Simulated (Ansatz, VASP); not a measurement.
**MnO: VASP beside Ansatz**

File INCAR:

```
ALGO = Normal ; EDIFF = 1E-7
ENCUT = 520 ; GGA = PE
ISIF = 2 ; ISMEAR = -1
ISPIN = 2 ; LASPH = T
LCHARG = T ; LELF = T
LMAXMIX = 4 ; LORBIT = 11
LREAL = F ; LVHAR = T
LWAVE = F ; MAGMOM = 4 4 0 0
NBANDS = 31 ; NELM = 100
PREC = Accurate ; SIGMA = 0.05
```

Contents of KPOINTS:

```
k-points
0
Gamma
  9 9 5
```

POSCAR

```
MnO
1.0
    3.3717000000      0.0000000000      0.0000000000
   -1.6858500000      2.9199778539      0.0000000000
    0.0000000000      0.0000000000      5.3855000000
Mn O
2 2
Direct
    0.6513910000      0.3205990000      0.5031260000
    0.3373200000      0.6723690000      0.0120570000
    0.6649990000      0.3392700000      0.8767860000
    0.3208640000      0.6515760000      0.3727460000
```

Contents of input.yaml:

```yaml
crystal:
  lattice:
    - [3.3717, 0.0, 0.0]
    - [-1.68585, 2.9199778539, 0.0]
    - [0.0, 0.0, 5.3855]
  atoms:
    - { symbol: Mn, position: [0.651391, 0.320599, 0.503126], spin: 4.0 }
    - { symbol: Mn, position: [0.33732, 0.672369, 0.012057], spin: 4.0 }
    - { symbol: O, position: [0.664999, 0.33927, 0.876786] }
    - { symbol: O, position: [0.320864, 0.651576, 0.372746] }
hamiltonian:
  xc: pbe
  pseudopotentials: { kind: paw }
magnetization:
  spin_polarized: true
kpoints:
  mp_grid: { grid: [9, 9, 5] }
scf:
  occupations: { method: fermi_dirac, width: 0.05 }
output:
  forces: true
  stress: true
  eigenvalues: true
  write_density: true
  write_potential: true
  elf: true
  volumetric_format: npy
```

Change from the starting cell: atoms moved at random, drawn with an rms of 0.05 Å.

Alike in both runs: task single point; functional PBE; k mesh 9 × 9 × 5; occupations fermi-dirac, width 0.05 eV; collinear spin, ferromagnetic start.

|  | VASP | Ansatz |
| --- | --- | --- |
| version | VASP 6.6.1 | Ansatz 0.2.0 |
| potentials or method | VASP PAW PBE potentials, release 64 (Mn_pv, O) | Ansatz PAW |
| plane-wave cutoff (eV) | 520 | 420 |
| valence electrons in the cell | 38 | 42 |

VASP gave:

| Property | Result |
| --- | --- |
| gap on the k mesh at the Fermi level (eV) | none |
| pressure (GPa) | 6.4 |
| largest component of the traceless stress (GPa) | 4.64 |
| rms of the force components (eV/Å) | 0.419 |
| net moment per atom (μB) | 2.50 |
| size of the moment on the site where the two differ most (μB) | 4.40 |

Which values does Ansatz return?

gap on the k mesh at the Fermi level (eV): none; pressure (GPa): -0.4; largest component of the traceless stress (GPa): 0.56; rms of the force components (eV/Å): 0.186; net moment per atom (μB): 0.00; size of the moment on the site where the two differ most (μB): 3.67.

The net moments differ so much that the two runs ended in different magnetic states, which moves the other rows too. Site moments also hang on the region over which each program counts them. Atom by atom the forces differ by 0.345 eV/Å (rms over components). A gap of «none» marks a metal or a gap that the smearing closes. The two sets of potentials don't hold the same shells in valence.

Caveats: semilocal functionals often make such compounds metallic where correlation or magnetic order opens a gap, which also shifts bond lengths; only a ferromagnetic start was run, and an antiferromagnetic order may lie lower in energy (VASP); the pressure holds a Pulay correction of +0.5 GPa for the finite cutoff (Ansatz); the starting moments weren't kept (Ansatz).
